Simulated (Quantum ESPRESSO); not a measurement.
# ZrO2 (Fm-3m) in Quantum ESPRESSO: band structure with r2SCAN

Aim: the band structure of ZrO2 with r2SCAN.

Program: Quantum ESPRESSO 7.5. These are calculated values, not measurements. Logs are shortened: lines on timing, memory, paths and dates and some standing lists are left out, and cuts for length are marked.

## Step 1: Starting point

It takes space group Fm-3m (No. 225, cubic). The conventional cell has a = 5.090 Å, b = 5.090 Å, c = 5.090 Å, α = 90.00°, β = 90.00°, γ = 90.00°. Zr (site symmetry m-3m) is surrounded by 8 O at 2.20 Å. Around O (site symmetry -43m) lie 4 Zr at 2.20 Å.

Measurements of this composition are mostly on another form, of space group No. 14.

## Step 2: Band structure, r2SCAN

The input, pw.in:

```
&CONTROL
  calculation = 'scf'
  prefix = 'pwscf'
  outdir = './tmp'
  pseudo_dir = './pseudo'
  tprnfor = .true.
  tstress = .true.
  disk_io = 'low'
/
&SYSTEM
  ibrav = 0
  A = 3.59927634
  nat = 3
  ntyp = 2
  ecutwfc = 88
  nbnd = 19
  input_dft = 'r2scan'
  occupations = 'smearing'
  smearing = 'fd'
  degauss = 0.00367493
  nosym = .true.
/
&ELECTRONS
  conv_thr = 1d-08
  electron_maxstep = 120
  mixing_beta = 0.5
/
ATOMIC_SPECIES
Zr    91.2240 Zr_ONCV_PBE-1.2.upf
O     15.9990 O_ONCV_PBE-1.2.upf
CELL_PARAMETERS alat
   0.0000000000    0.7071067807    0.7071067807
   0.7071067807    0.0000000000    0.7071067807
   0.7071067807    0.7071067807    0.0000000000
ATOMIC_POSITIONS alat
Zr     0.0000000000    0.0000000000    0.0000000000
O      1.0606601711    1.0606601711    1.0606601711
O      0.3535533904    0.3535533904    0.3535533904
K_POINTS automatic
7 7 7 0 0 0
```

The input, pp_density.in:

```
&INPUTPP
  prefix = 'pwscf'
  outdir = './tmp'
  filplot = 'density.dat'
  plot_num = 0
/
&PLOT
  nfile = 1
  filepp(1) = 'density.dat'
  iflag = 3
  output_format = 6
  fileout = 'density.cube'
/
```

The input, pp_potential.in:

```
&INPUTPP
  prefix = 'pwscf'
  outdir = './tmp'
  filplot = 'potential.dat'
  plot_num = 11
/
&PLOT
  nfile = 1
  filepp(1) = 'potential.dat'
  iflag = 3
  output_format = 6
  fileout = 'potential.cube'
/
```

The input, pp_elf.in:

```
&INPUTPP
  prefix = 'pwscf'
  outdir = './tmp'
  filplot = 'elf.dat'
  plot_num = 8
/
&PLOT
  nfile = 1
  filepp(1) = 'elf.dat'
  iflag = 3
  output_format = 6
  fileout = 'elf.cube'
/
```

The input, bands.in:

```
&CONTROL
  calculation = 'bands'
  prefix = 'pwscf'
  outdir = './tmp'
  pseudo_dir = './pseudo'
  disk_io = 'low'
  verbosity = 'high'
/
&SYSTEM
  ibrav = 0
  A = 3.59927634
  nat = 3
  ntyp = 2
  ecutwfc = 88
  nbnd = 19
  input_dft = 'r2scan'
  occupations = 'smearing'
  smearing = 'fd'
  degauss = 0.00367493
  nosym = .true.
/
&ELECTRONS
  conv_thr = 1d-08
  electron_maxstep = 120
  mixing_beta = 0.5
  diago_full_acc = .true.
  startingwfc = 'random'
/
ATOMIC_SPECIES
Zr    91.2240 Zr_ONCV_PBE-1.2.upf
O     15.9990 O_ONCV_PBE-1.2.upf
CELL_PARAMETERS alat
   0.0000000000    0.7071067807    0.7071067807
   0.7071067807    0.0000000000    0.7071067807
   0.7071067807    0.7071067807    0.0000000000
ATOMIC_POSITIONS alat
Zr     0.0000000000    0.0000000000    0.0000000000
O      1.0606601711    1.0606601711    1.0606601711
O      0.3535533904    0.3535533904    0.3535533904
K_POINTS crystal
60
 0.0000000000  0.0000000000  0.0000000000 1
 0.0625000000  0.0000000000  0.0625000000 1
 0.1250000000  0.0000000000  0.1250000000 1
 0.1875000000  0.0000000000  0.1875000000 1
 0.2500000000  0.0000000000  0.2500000000 1
 0.3125000000  0.0000000000  0.3125000000 1
 0.3750000000  0.0000000000  0.3750000000 1
 0.4375000000  0.0000000000  0.4375000000 1
 0.5000000000  0.0000000000  0.5000000000 1
 0.5000000000  0.0625000000  0.5625000000 1
 0.5000000000  0.1250000000  0.6250000000 1
 0.5000000000  0.1875000000  0.6875000000 1
 0.5000000000  0.2500000000  0.7500000000 1
 0.4375000000  0.3125000000  0.7500000000 1
 0.3750000000  0.3750000000  0.7500000000 1
 0.3375000000  0.3375000000  0.6750000000 1
 0.3000000000  0.3000000000  0.6000000000 1
 0.2625000000  0.2625000000  0.5250000000 1
 0.2250000000  0.2250000000  0.4500000000 1
 0.1875000000  0.1875000000  0.3750000000 1
 0.1500000000  0.1500000000  0.3000000000 1
 0.1125000000  0.1125000000  0.2250000000 1
 0.0750000000  0.0750000000  0.1500000000 1
 0.0375000000  0.0375000000  0.0750000000 1
 0.0000000000  0.0000000000  0.0000000000 1
 0.0625000000  0.0625000000  0.0625000000 1
 0.1250000000  0.1250000000  0.1250000000 1
 0.1875000000  0.1875000000  0.1875000000 1
 0.2500000000  0.2500000000  0.2500000000 1
 0.3125000000  0.3125000000  0.3125000000 1
 0.3750000000  0.3750000000  0.3750000000 1
 0.4375000000  0.4375000000  0.4375000000 1
 0.5000000000  0.5000000000  0.5000000000 1
 0.5250000000  0.4500000000  0.5250000000 1
 0.5500000000  0.4000000000  0.5500000000 1
 0.5750000000  0.3500000000  0.5750000000 1
 0.6000000000  0.3000000000  0.6000000000 1
 0.6250000000  0.2500000000  0.6250000000 1
 0.5833333333  0.2500000000  0.6666666667 1
 0.5416666667  0.2500000000  0.7083333333 1
 0.5000000000  0.2500000000  0.7500000000 1
 0.5000000000  0.2857142857  0.7142857143 1
 0.5000000000  0.3214285714  0.6785714286 1
 0.5000000000  0.3571428571  0.6428571429 1
 0.5000000000  0.3928571429  0.6071428571 1
 0.5000000000  0.4285714286  0.5714285714 1
 0.5000000000  0.4642857143  0.5357142857 1
 0.5000000000  0.5000000000  0.5000000000 1
 0.4821428571  0.4821428571  0.5357142857 1
 0.4642857143  0.4642857143  0.5714285714 1
 0.4464285714  0.4464285714  0.6071428571 1
 0.4285714286  0.4285714286  0.6428571429 1
 0.4107142857  0.4107142857  0.6785714286 1
 0.3928571429  0.3928571429  0.7142857143 1
 0.3750000000  0.3750000000  0.7500000000 1
 0.6250000000  0.2500000000  0.6250000000 1
 0.5937500000  0.1875000000  0.5937500000 1
 0.5625000000  0.1250000000  0.5625000000 1
 0.5312500000  0.0625000000  0.5312500000 1
 0.5000000000  0.0000000000  0.5000000000 1
```

Potentials or basis: SG15 PBE 1.2.

Run with:

```console
$ OMP_NUM_THREADS=1 mpirun -n 2 pw.x -nk 2 -in pw.in > pw.out
$ OMP_NUM_THREADS=1 mpirun -n 1 pp.x -in pp_density.in > pp_density.out
$ OMP_NUM_THREADS=1 mpirun -n 1 pp.x -in pp_potential.in > pp_potential.out
$ OMP_NUM_THREADS=1 mpirun -n 1 pp.x -in pp_elf.in > pp_elf.out
$ OMP_NUM_THREADS=1 mpirun -n 2 pw.x -nk 2 -in bands.in > bands.out
```

pw.out:

```text
This program is part of the open-source Quantum ESPRESSO suite
     for quantum simulation of materials; please cite
         "P. Giannozzi et al., J. Phys.:Condens. Matter 21 395502 (2009);
         "P. Giannozzi et al., J. Phys.:Condens. Matter 29 465901 (2017);
         "P. Giannozzi et al., J. Chem. Phys. 152 154105 (2020);
     in publications or presentations arising from this work. More details at

     IMPORTANT: XC functional enforced from input :
     Exchange-correlation= R2SCAN
                           (   0   0   0   0   0 497 498)
     Any further DFT definition will be discarded
     Please, verify this is what you really want

     K-points division:     npool     =       2
     Subspace diagonalization in iterative solution of the eigenvalue problem:
     a serial algorithm will be used

     G-vector sticks info
     --------------------
     sticks:   dense  smooth     PW     G-vecs:    dense   smooth      PW
     Sum        1135    1135    349                24933    24933    4111

     Using Slab Decomposition

     bravais-lattice index     =            0
     lattice parameter (alat)  =       6.8016  a.u.
     unit-cell volume          =     222.4985 (a.u.)^3
     number of atoms/cell      =            3
     number of atomic types    =            2
     number of electrons       =        24.00
     number of Kohn-Sham states=           19
     kinetic-energy cutoff     =      88.0000  Ry
     charge density cutoff     =     352.0000  Ry
     scf convergence threshold =      1.0E-08
     mixing beta               =       0.5000
     number of iterations used =            8  plain     mixing
     Exchange-correlation= R2SCAN
                           (   0   0   0   0   0 497 498)

     celldm(1)=   6.801647  celldm(2)=   0.000000  celldm(3)=   0.000000
     celldm(4)=   0.000000  celldm(5)=   0.000000  celldm(6)=   0.000000

     crystal axes: (cart. coord. in units of alat)
               a(1) = (   0.000000   0.707107   0.707107 )
               a(2) = (   0.707107   0.000000   0.707107 )
               a(3) = (   0.707107   0.707107   0.000000 )

     reciprocal axes: (cart. coord. in units 2 pi/alat)
               b(1) = ( -0.707107  0.707107  0.707107 )
               b(2) = (  0.707107 -0.707107  0.707107 )
               b(3) = (  0.707107  0.707107 -0.707107 )

     PseudoPot. # 1 for Zr read from file:
     Zr_ONCV_PBE-1.2.upf
     Pseudo is Norm-conserving, Zval = 12.0
     Generated using ONCVPSP code by D. R. Hamann
     Using radial grid of  602 points,  6 beta functions with:
                l(1) =   0
                l(2) =   0
                l(3) =   1
                l(4) =   1
                l(5) =   2
                l(6) =   2

     PseudoPot. # 2 for O  read from file:
     O_ONCV_PBE-1.2.upf
     Pseudo is Norm-conserving, Zval =  6.0
     Generated using ONCVPSP code by D. R. Hamann
     Using radial grid of  602 points,  4 beta functions with:
                l(1) =   0
                l(2) =   0
                l(3) =   1
                l(4) =   1

     atomic species   valence    mass     pseudopotential
     Zr               12.00    91.22400     Zr( 1.00)
     O                 6.00    15.99900     O ( 1.00)

     No symmetry found

   Cartesian axes

     site n.     atom                  positions (alat units)
         1        Zr     tau(   1) = (   0.0000000   0.0000000   0.0000000  )
         2        O      tau(   2) = (   1.0606602   1.0606602   1.0606602  )
         3        O      tau(   3) = (   0.3535534   0.3535534   0.3535534  )

     number of k points=   172  Fermi-Dirac smearing, width (Ry)=  0.0037

     Number of k-points >= 100: set verbosity='high' to print them.

     Dense  grid:    24933 G-vectors     FFT dimensions: (  45,  45,  45)

     WARNING: libxc functional with ID  497 depends
      on external parameters: check the user_guide of
      QE if you need to modify them or to check their
      default values.

     WARNING: libxc functional with ID  498 depends
      on external parameters: check the user_guide of
      QE if you need to modify them or to check their
      default values.

     Initial potential from superposition of free atoms

     starting charge      23.8454, renormalised to      24.0000
     Starting wfcs are random

     Self-consistent Calculation

     iteration #  1     ecut=    88.00 Ry     beta= 0.50
     Davidson diagonalization with overlap
     ethr =  1.00E-02,  avg # of iterations =  9.3

     total energy              =    -158.98120785 Ry
     estimated scf accuracy    <      32.78787627 Ry

     iteration #  2     ecut=    88.00 Ry     beta= 0.50
     Davidson diagonalization with overlap
     ethr =  1.00E-02,  avg # of iterations =  1.2

     total energy              =    -159.22983943 Ry
     estimated scf accuracy    <       3.48250275 Ry

     iteration #  3     ecut=    88.00 Ry     beta= 0.50
     Davidson diagonalization with overlap
     ethr =  1.00E-02,  avg # of iterations =  1.0

     total energy              =    -159.28737753 Ry
     estimated scf accuracy    <       1.99869685 Ry

     iteration #  4     ecut=    88.00 Ry     beta= 0.50
     Davidson diagonalization with overlap
     ethr =  8.33E-03,  avg # of iterations =  1.0

     total energy              =    -159.31022347 Ry
     estimated scf accuracy    <       0.00066573 Ry

     iteration #  5     ecut=    88.00 Ry     beta= 0.50
     Davidson diagonalization with overlap
     ethr =  2.77E-06,  avg # of iterations =  4.9

     total energy              =    -159.31047464 Ry
     estimated scf accuracy    <       0.00032792 Ry

     iteration #  6     ecut=    88.00 Ry     beta= 0.50
     Davidson diagonalization with overlap
     ethr =  1.37E-06,  avg # of iterations =  1.0

     total energy              =    -159.31048947 Ry
     estimated scf accuracy    <       0.00007379 Ry

     iteration #  7     ecut=    88.00 Ry     beta= 0.50
     Davidson diagonalization with overlap
     ethr =  3.07E-07,  avg # of iterations =  1.0

     total energy              =    -159.31049271 Ry
     estimated scf accuracy    <       0.00000092 Ry

     iteration #  8     ecut=    88.00 Ry     beta= 0.50
     Davidson diagonalization with overlap
     ethr =  3.85E-09,  avg # of iterations =  2.0

     total energy              =    -159.31049283 Ry
     estimated scf accuracy    <       0.00000114 Ry

     iteration #  9     ecut=    88.00 Ry     beta= 0.50
     Davidson diagonalization with overlap
     ethr =  3.85E-09,  avg # of iterations =  1.0

     total energy              =    -159.31049283 Ry
     estimated scf accuracy    <       0.00000064 Ry

     iteration # 10     ecut=    88.00 Ry     beta= 0.50
     Davidson diagonalization with overlap
     ethr =  2.65E-09,  avg # of iterations =  1.0

     total energy              =    -159.31049284 Ry
     estimated scf accuracy    <       0.00000004 Ry

     iteration # 11     ecut=    88.00 Ry     beta= 0.50
     Davidson diagonalization with overlap
     ethr =  1.69E-10,  avg # of iterations =  1.0

     End of self-consistent calculation

     Number of k-points >= 100: set verbosity='high' to print the bands.

     the Fermi energy is    14.0720 ev

!    total energy              =    -159.31049284 Ry
     estimated scf accuracy    <          6.6E-10 Ry
     smearing contrib. (-TS)   =      -0.00000000 Ry
     internal energy E=F+TS    =    -159.31049284 Ry

     The total energy is F=E-TS. E is the sum of the following terms:
     one-electron contribution =     -25.52557290 Ry
     hartree contribution      =      27.56146145 Ry
     xc contribution           =     -26.22306974 Ry
     ewald contribution        =    -135.12331163 Ry

     convergence has been achieved in  11 iterations

     Forces acting on atoms (cartesian axes, Ry/au):

     atom    1 type  1   force =    -0.00000003    0.00000001   -0.00000004
     atom    2 type  2   force =     0.00000003    0.00000005   -0.00000010
     atom    3 type  2   force =     0.00000000   -0.00000006    0.00000014

     Total force =     0.000000     Total SCF correction =     0.000000
     SCF correction compared to forces is large: reduce conv_thr to get better values

     Computing stress (Cartesian axis) and pressure

          total   stress  (Ry/bohr**3)                   (kbar)     P=       -5.13
  -0.00003485   0.00000000   0.00000000           -5.13        0.00        0.00
   0.00000000  -0.00003485  -0.00000000            0.00       -5.13       -0.00
   0.00000000  -0.00000000  -0.00003485            0.00       -0.00       -5.13

=------------------------------------------------------------------------------=
   JOB DONE.
=------------------------------------------------------------------------------=
```

Run time: 17 min. Hardware: 2 MPI ranks of Arm Neoverse N1, shared host; peak memory 0.32 GiB.

What came out:

```yaml
Free_energy: -2167.5297 eV
Pressure: -0.5 GPa
Band_gap_on_the_k_mesh: 4.03 eV, indirect (least direct gap 4.49 eV)
Band_gap_along_the_path: 3.94 eV, indirect (least direct gap 4.30 eV)
```

Levels at the corners of the path, in eV from the valence-band top:
```tsv
point	band 8	band 9	band 10	band 11	band 12	band 13	band 14	band 15	band 16	band 17
Γ	-5.32	-5.32	-0.55	-0.55	-0.55	3.94	3.94	7.04	10.06	10.06
X	-3.24	-3.24	-1.52	-1.52	0.00	4.30	5.33	6.41	7.90	7.90
W	-4.75	-2.43	-2.43	-1.38	-0.21	4.95	5.16	6.88	6.88	8.04
K	-3.69	-3.14	-2.23	-1.23	-0.34	4.54	5.32	6.75	7.30	8.17
Γ	-5.32	-5.32	-0.55	-0.55	-0.55	3.94	3.94	7.04	10.06	10.06
L	-4.26	-2.60	-2.54	-1.69	-1.69	4.56	4.56	6.67	9.12	9.12
U	-3.69	-3.14	-2.23	-1.23	-0.34	4.54	5.32	6.75	7.30	8.17
W	-4.75	-2.43	-2.43	-1.38	-0.21	4.95	5.16	6.88	6.88	8.04
L	-4.26	-2.60	-2.54	-1.69	-1.69	4.56	4.56	6.67	9.12	9.12
K	-3.69	-3.14	-2.23	-1.23	-0.34	4.54	5.32	6.75	7.30	8.17
U	-3.69	-3.14	-2.23	-1.23	-0.34	4.54	5.32	6.75	7.30	8.17
X	-3.24	-3.24	-1.52	-1.52	0.00	4.30	5.33	6.41	7.90	7.90
```

Caveat: the potentials were made for another functional, which shifts forces and pressure; the mesh misses the band edges, which the band path finds closer together. r2SCAN opens gaps a little over a GGA but as a rule still falls short of measured ones.
